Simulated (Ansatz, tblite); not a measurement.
## A script for NaCl (GFN1-xTB)

These are simulated results from tblite 0.8.0, not measurements. The cell was built from a prototype and was relaxed with r2SCAN in plane waves (Ansatz 0.2.0). Not every such cell is a known phase. All runs are without spin polarisation.

It is hexagonal, P6_3/mmc (No. 194); conventional cell a = 3.892 Å, c = 6.737 Å, 22.10 Å³ an atom. Na is surrounded by 6 Cl at 2.81 Å; Cl is surrounded by 6 Na at 2.81 Å.

tblite solves periodic systems at the zone centre alone, so the script builds a cluster of 3×3×2 conventional cells (72 atoms), which folds in a coarse mesh of k points.

Input script:

```python
import json
from ase import Atoms
from ase.build import make_supercell
from ase.units import Bohr, GPa, Hartree
from tblite.interface import Calculator

atoms = Atoms(['Na', 'Na', 'Cl', 'Cl'],
              cell=[[3.892271, 0.0, 0.0], [-1.946136, 3.370806, 0.0], [0.0, 0.0, 6.736816]],
              scaled_positions=[[0.0, -0.0, 0.0], [0.0, -0.0, 0.5], [0.333333, 0.666667, 0.25], [0.666667, 0.333333, 0.75]],
              pbc=True)
cluster = make_supercell(atoms, [[3, 0, 0], [0, 3, 0], [0, 0, 2]])
calc = Calculator('GFN1-xTB', cluster.numbers, cluster.positions / Bohr, lattice=cluster.cell[:] / Bohr, periodic=cluster.pbc)
calc.set('temperature', 0.02 / Hartree)
calc.set('max-iter', 150)
res = calc.singlepoint()
levels = res.get('orbital-energies') * Hartree
nv = round(res.get('orbital-occupations').sum() / 2)
cells = len(cluster) // len(atoms)
out = {'energy_per_cell': res.get('energy') * Hartree / cells, 'homo': levels[nv - 1], 'lumo': levels[nv],
       'stress': (-res.get('virial') * Hartree / cluster.get_volume() / GPa).tolist(), 'charges': res.get('charges')[:len(atoms)].tolist(), 'electrons': 2 * nv / cells}
json.dump(out, open('results.json', 'w'))
for key, value in out.items():
    print(key, value)
```

Command: `python run.py`. It took 3.5 s on 1 thread of Arm Neoverse V2, with other jobs on the host, peak memory 0.12 GiB.

Output:

```
------------------------------------------------------------
  cycle        total energy    energy error   density error
------------------------------------------------------------
      1     -167.8516725895  -1.6751902E+02   5.4170026E-01
      2     -168.5033355375  -6.5166295E-01   3.1586470E-01
      3     -168.5049574545  -1.6219170E-03   4.6252688E-02
      4     -168.5053316358  -3.7418135E-04   1.4872446E-03
      5     -168.5053308314   8.0446117E-07   3.3108012E-04
      6     -168.5053338957  -3.0642926E-06   5.0222192E-05
      7     -168.5053340029  -1.0723471E-07   8.5157541E-07
------------------------------------------------------------

 total:                                   2.925 sec
energy_per_cell -254.7368717065507
homo -13.182243950818076
lumo -8.615016788166365
stress [[-1.4332697967208614, 9.161599860670947e-05, -3.3835697834618503e-07], [9.161599860668372e-05, -1.4331681396803677, -5.8248033643933244e-06], [-3.383569783374261e-07, -5.824803364383296e-06, -1.954284460606161]]
charges [0.5703106258142612, 0.5703541691072851, -0.5703819088686777, -0.5704000547076821]
electrons 16.0
```

The cycle table is in hartree for the whole cluster, and the lines after it are in eV (the energy for one cell). The printed stress is in GPa and positive in compression, and the pressure is its mean diagonal.

GFN1-xTB gives a gap of 4.57 eV. On the same cell, plane-wave PBE (Ansatz, 12×12×4 k points and the special points) gives a gap of 5.07 eV and r2SCAN a gap of 5.86 eV; on shared hosts these took about 5.9 and 14 core-seconds on the 4-atom cell, against 3.5 for the script. Semilocal gaps usually lie below measured ones. xTB was fitted to molecules, so gaps, charges and pressures of solids can be far off, and the gap also depends on the size of the cluster.

The same script was run on cells scaled at fixed shape and fractional coordinates:

```csv
volume (Å³/atom),energy (meV/atom),"pressure (GPa, positive in compression)",gap (eV)
19.45,-7.6,0.98,5.20
20.77,-9.1,-0.52,4.86
22.10,0.0,-1.61,4.57
23.42,16.8,-2.41,4.31
24.75,39.4,-3.01,4.08
```

A Birch-Murnaghan fit puts the minimum at 20.26 Å³/atom, 8.3 % below the given cell, with a bulk modulus of 21.7 GPa at fixed shape.

xTB was fitted mostly to molecules, and a small cluster samples few k points, so gaps, pressures and kinks along a curve can be far from a solid's.
